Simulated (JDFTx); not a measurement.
Li:

```
Li
1.0
    -1.75465    1.75465    1.75465
     1.75465   -1.75465    1.75465
     1.75465    1.75465   -1.75465
Li
1
Cartesian
  0.0000 0.0000 0.0000
```

- Program: JDFTx 1.7.0 (patched build)
- Task: relaxation of cell and atoms
- Functional: BLYP
- Potentials or basis: SG15-PBE-1.2 with smoothed tails
- Cutoff: 1088 eV
- Density cutoff: 4354 eV
- k mesh: 7 × 7 × 7
- Occupations: fermi-dirac, width 0.05 eV
- Spin: no spin polarisation

At the start: pressure -0.9 GPa; volume 21.61 Å³/atom.

Question: Where does the relaxation end?

Answer: Over 5 steps the energy falls by 4.3 meV/atom and the volume is 20.11 Å³/atom (-6.9 %); space group Im-3m (No. 229, to 0.05 Å).

The path:
```csv
step,energy change (eV),largest force (eV/Å),pressure (GPa),volume (Å³)
1,0.0000,0.0000,-0.88,21.61
2,-0.0016,0.0000,-0.72,21.30
3,-0.0043,0.0000,0.03,20.07
4,-0.0043,0.0000,0.00,20.11
5,-0.0043,0.0000,0.00,20.11
```

Final structure:
```xyz
1
Lattice="-1.7131 1.7131 1.7131 1.7131 -1.7131 1.7131 1.7131 1.7131 -1.7131" Properties=species:S:1:pos:R:3 pbc="T T T"
Li    0.0000    0.0000    0.0000
```

Caveat: the k mesh is coarse (spacing up to 0.36 Å⁻¹), so the values aren't converged; the plane waves are those of the starting cell, so after so large a change of volume the result is rough; the potentials were made for another functional, which shifts forces and pressure.
